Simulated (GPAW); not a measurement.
Rh:

```
Rh
1.0
     2.73098    0.00000    0.00000
    -1.36549    2.36510    0.00000
     0.00000    0.00000    4.42849
Rh
2
Direct
  0.33333 0.66667 0.25000
  0.66667 0.33333 0.75000
```

This isn't the form of Rh at room conditions, which is fcc.

```yaml
Program: GPAW 26.7.0
Task: relaxation of cell and atoms
Functional: PBEsol
Dispersion: D3(BJ)
Potentials_or_basis: PAW data sets generated in the run's folder for this functional
Cutoff: 600 eV
Basis: pw
k_mesh: 8 × 8 × 5
Occupations: fermi-dirac, width 0.05 eV
Spin: no spin polarisation
```

At the start: pressure -17.8 GPa; volume 14.30 Å³/atom.

Problem. Where does the relaxation end?

Solution. Over 6 steps the energy falls by 58.1 meV/atom and the volume is 13.35 Å³/atom (-6.6 %); space group P6_3/mmc (No. 194, to 0.05 Å).

The path:
| step | energy change (eV) | largest force (eV/Å) | pressure (GPa) | volume (Å³) |
| --- | --- | --- | --- | --- |
| 1 | 0.0000 | 0.0000 | -17.78 | 28.60 |
| 2 | -0.0847 | 0.0000 | -9.80 | 27.65 |
| 3 | -0.1156 | 0.0000 | 1.35 | 26.59 |
| 4 | -0.1160 | 0.0000 | -0.02 | 26.71 |
| 5 | -0.1161 | 0.0000 | -0.05 | 26.71 |
| 6 | -0.1162 | 0.0000 | -0.01 | 26.71 |

Final structure:
```yaml
crystal:
  lattice:
    - [2.67633, 0.00000, 0.00000]
    - [-1.33816, 2.31777, 0.00000]
    - [0.00000, 0.00000, 4.30576]
  atoms:
    - { symbol: Rh, position: [0.33333, 0.66667, 0.25000] }
    - { symbol: Rh, position: [0.66667, 0.33333, 0.75000] }
```

Caveat: later steps reuse the first step's grids; pairwise dispersion overbinds metals, which lowers pressure and volume.
